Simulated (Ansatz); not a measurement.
# Cu(100) / 1 layer Rh(100) / Cu(100): resistance against film thickness, part 2 of 2

Wanted: interface resistance and thickness dependence for Cu(100) / 1 layer Rh(100) / Cu(100).

Ansatz 0.2.0; Ansatz plane-wave DFT, PBE, PAW files; ballistic transport by layer matching (Landauer), zero bias; PAW set soft_1.

So far. Step 5 (With 7 layers, k-mesh 15×15×1, film layers 7): The conductance of the junction is 7.3e14 S/m², 1.1 % under the 7.4e14 S/m² of the last finished run, within the error estimates, leads' steps apart, of 5.9 and 7.7 %.

### Step 6. With 9 layers, k-mesh 15×15×1, film layers 9

The stack now holds 9 film layers; the k-mesh follows the cell, and the energies span -0.27 to 0.27 eV.

System of this step: Cu(100) / 9 layers Rh(100) / Cu(100). The cell holds 20 atoms: 11 Cu and 9 Rh. Its edges and angles: a = 2.556 Å, b = 2.556 Å, c = 38.824 Å, α = 90.0°, β = 90.0°, γ = 90.0°. It derives from Cu and Rh. Regions: lead, 11 atoms (11 Cu); films, 9 atoms (9 Rh). The structure is stacked along c, and the current runs across the ab planes.

input.yaml

```yaml
crystal:
  lattice:
    - [2.5561627297, 0.0, 0.0]
    - [0.0, 2.5561627297, 0.0]
    - [0.0, 0.0, 38.8239713953]
  atoms:
    - { symbol: Cu, position: [0.0, 0.0, 0.0232778865] }
    - { symbol: Cu, position: [0.5, 0.5, 0.0698336595] }
    - { symbol: Cu, position: [0.0, 0.0, 0.1163894325] }
    - { symbol: Cu, position: [0.5, 0.5, 0.1629452056] }
    - { symbol: Cu, position: [0.0, 0.0, 0.2095009786] }
    - { symbol: Rh, position: [0.5, 0.5, 0.2598836705] }
    - { symbol: Rh, position: [0.0, 0.0, 0.3140932812] }
    - { symbol: Rh, position: [0.5, 0.5, 0.368302892] }
    - { symbol: Rh, position: [0.0, 0.0, 0.4225125027] }
    - { symbol: Rh, position: [0.5, 0.5, 0.4767221135] }
    - { symbol: Rh, position: [0.0, 0.0, 0.5309317242] }
    - { symbol: Rh, position: [0.5, 0.5, 0.585141335] }
    - { symbol: Rh, position: [0.0, 0.0, 0.6393509458] }
    - { symbol: Rh, position: [0.5, 0.5, 0.6935605565] }
    - { symbol: Cu, position: [0.0, 0.0, 0.7439432484] }
    - { symbol: Cu, position: [0.5, 0.5, 0.7904990214] }
    - { symbol: Cu, position: [0.0, 0.0, 0.8370547944] }
    - { symbol: Cu, position: [0.5, 0.5, 0.8836105675] }
    - { symbol: Cu, position: [0.0, 0.0, 0.9301663405] }
    - { symbol: Cu, position: [0.5, 0.5, 0.9767221135] }
kpoints:
  mp_grid: { grid: [15, 15, 1] }
hamiltonian:
  xc: pbe
  pseudopotentials: { kind: paw, azcp: { folder: soft_1 } }
scf:
  occupations: { method: fermi_dirac, width: 0.1 }
output:
  transmission:
    leads: [[0, 1]]
    kmesh: [28, 28]
    e_range: [-0.27, 0.27]
    de: 0.036
  write_potential: true
  write_density: true
  volumetric_format: npy
```

The run is started by

```console
> ansatz run input.yaml --threads 4 --pin off --max-ram 15360MiB --backend cpu --events-out ev --progress --plain --runs-dir out
```

The job ended after 1.7 min (4 threads of Intel Xeon Platinum 8375C at 2.90GHz (Ice Lake), shared host; peak memory 2.2 GiB).

Numbers from this step:

| Property | Result |
| --- | --- |
| free energy | -130502.0681 eV |
| energy at zero smearing | -130501.7712 eV |
| Fermi energy | 19.28 eV |
| step of the lead's potential | 1.4 meV |
| lead conductance per cell | 0.9129 G₀ |
| conductance of the junction | 7.52e14 S/m² |
| junction conductance per cell | 0.6338 G₀ |
| estimated errors of the junction's conductance | 0.3, 0, 5.4, 1.1, 0.3 % (energy step, band edges, k-mesh, leads' steps, distance from neutral) |
| area resistance that the stack adds (contact term taken off, spin by spin) | 0.4067 fΩ m² |

Per spin. The transmission, zone mean by energy, zero at the Fermi level:

```csv
energy (eV),"transmission, zone mean"
-0.270,0.600
-0.234,0.549
-0.198,0.557
-0.162,0.585
-0.126,0.603
-0.090,0.596
-0.054,0.638
-0.018,0.639
0.018,0.644
0.054,0.646
0.090,0.621
0.126,0.586
0.162,0.596
0.198,0.596
0.234,0.570
0.270,0.565
```

The conductance of the junction is 7.5e14 S/m², 2.6 % over the 7.3e14 S/m² of the last finished run, within the error estimates, leads' steps apart, of 7.7 and 5.4 %.

### Step 7. Cost and result by level

Times are for 4 threads of Intel Xeon Platinum 8375C at 2.90GHz (Ice Lake), shared host. Results by setting:

```csv
no.,film layers,"area resistance that the stack adds (contact term taken off, spin by spin) (fΩ m²)",conductance of the junction (S/m²),time,memory (GiB)
1,1,0.6836,6.22e14,1.9 min,1.4
2,3,0.4779,7.13e14,52 s,1.3
3,5,0.4258,7.41e14,69 s,1.6
4,7,0.4411,7.33e14,88 s,1.9
5,9,0.4067,7.52e14,1.7 min,2.2
```

### Step 8. With 3 layers

The same run once more with an input made wrong on purpose.

This step: Ansatz plane-wave DFT, PBE, PAW files; ballistic transport by layer matching (Landauer), zero bias; changed: output.transmission.leads = [[0, 17]], scf.max_iter = 100 (Ansatz 0.2.0).

System of this step: Cu(100) / 3 layers Rh(100) / Cu(100). The cell holds 14 atoms: 11 Cu and 3 Rh. Its edges and angles: a = 2.556 Å, b = 2.556 Å, c = 26.196 Å, α = 90.0°, β = 90.0°, γ = 90.0°. It derives from Cu and Rh. Regions: lead, 11 atoms (11 Cu); films, 3 atoms (3 Rh). The structure is stacked along c, and the current runs across the ab planes.

input.yaml

```yaml
crystal:
  lattice:
    - [2.5561627297, 0.0, 0.0]
    - [0.0, 2.5561627297, 0.0]
    - [0.0, 0.0, 26.1961771318]
  atoms:
    - { symbol: Cu, position: [0.0, 0.0, 0.0344989269] }
    - { symbol: Cu, position: [0.5, 0.5, 0.1034967807] }
    - { symbol: Cu, position: [0.0, 0.0, 0.1724946345] }
    - { symbol: Cu, position: [0.5, 0.5, 0.2414924883] }
    - { symbol: Cu, position: [0.0, 0.0, 0.3104903421] }
    - { symbol: Rh, position: [0.5, 0.5, 0.3851598704] }
    - { symbol: Rh, position: [0.0, 0.0, 0.4655010731] }
    - { symbol: Rh, position: [0.5, 0.5, 0.5458422758] }
    - { symbol: Cu, position: [0.0, 0.0, 0.6205118041] }
    - { symbol: Cu, position: [0.5, 0.5, 0.6895096579] }
    - { symbol: Cu, position: [0.0, 0.0, 0.7585075117] }
    - { symbol: Cu, position: [0.5, 0.5, 0.8275053655] }
    - { symbol: Cu, position: [0.0, 0.0, 0.8965032193] }
    - { symbol: Cu, position: [0.5, 0.5, 0.9655010731] }
kpoints:
  mp_grid: { grid: [15, 15, 1] }
hamiltonian:
  xc: pbe
  pseudopotentials: { kind: paw, azcp: { folder: soft_1 } }
scf:
  occupations: { method: fermi_dirac, width: 0.1 }
  max_iter: 100
output:
  transmission:
    leads: [[0, 17]]
    kmesh: [28, 28]
    e_range: [-0.27, 0.27]
    de: 0.036
  write_potential: true
  write_density: true
  volumetric_format: npy
```

Wall time 0.06 s (4 threads); peak memory 0.11 GiB.

The input was rejected at the start.

The program's message: “Error: inconsistent input (output.transmission.leads, crystal): the lead [0, 17] names a site that the cell does not have: it has 14, counted from 0.”

The change that led to it: output.transmission.leads = [[0, 17]].

### Step 9. What came out

```yaml
area_resistance_1_layer: 0.684 fΩ m²
area_resistance_3_layers: 0.478 fΩ m²
area_resistance_5_layers: 0.426 fΩ m²
area_resistance_7_layers: 0.441 fΩ m²
area_resistance_9_layers: 0.407 fΩ m²
```

**Reading.** The stack adds 0.68 fΩ m² with 1 layer and 0.41 fΩ m² with 9. From 3 layers on no step exceeds the two runs' error estimates together, as expected where only the two interfaces scatter; half the mean, 0.22 fΩ m², is a rough coherent figure for one interface. Atoms sit on ideal sites and aren't relaxed. Rh(100) is compressed by 4.9 % in plane to fit Cu(100).

[Logs are printed without paths, hosts, clocks, repeated set-up lines and the standing remarks that a program may print on its own settings, such as how far it seeks lower states.]

[Hosts, paths, dates, database ids (printed as entryN), source tags and the programs' standing remarks are cut or masked in the printed files.]
